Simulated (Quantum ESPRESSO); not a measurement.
Se: dielectric tensor and Born charges under several settings

```
Se
1.0
     4.36620    0.00000    0.00000
    -2.18310    3.78124    0.00000
     0.00000    0.00000    4.95360
Se
3
Direct
  0.77460 0.77460 0.00000
  0.00000 0.22540 0.66667
  0.22540 0.00000 0.33333
```

All runs used Quantum ESPRESSO 7.5; k mesh 6 × 6 × 6, shifted; given cell; no spin polarisation; cutoff 612 eV; occupations smeared at first, fixed for the response.

```tsv
level	potentials	pressure (GPa)	ε∞ (diagonal)
LDA	GBRV 1.5 LDA	-1.2	10.20, 10.20, 14.99
PBE	GBRV 1.5 PBE	2.8	9.43, 9.43, 14.19
PBEsol	GBRV 1.5 PBEsol	?	?
WC	GBRV 1.5 PBE	0.3	9.95, 9.95, 14.70
BLYP	GBRV 1.5 PBE	6.2	9.24, 9.24, 13.98
AM05	GBRV 1.5 PBE	0.8	9.59, 9.59, 14.40
```

Task: What stands in the row left open?

Result: Pressure 0.2 GPa; ε∞ 9.88, 9.88, 14.66.

Caveats: the potentials were made for another functional, which shifts forces and pressure (some runs); the cell is more than 3 GPa from zero pressure, which shifts response properties (some runs).

For the row left open. Caveat: the mesh is thin for the dielectric tensor, Born charges and intensities, which usually come out too large.
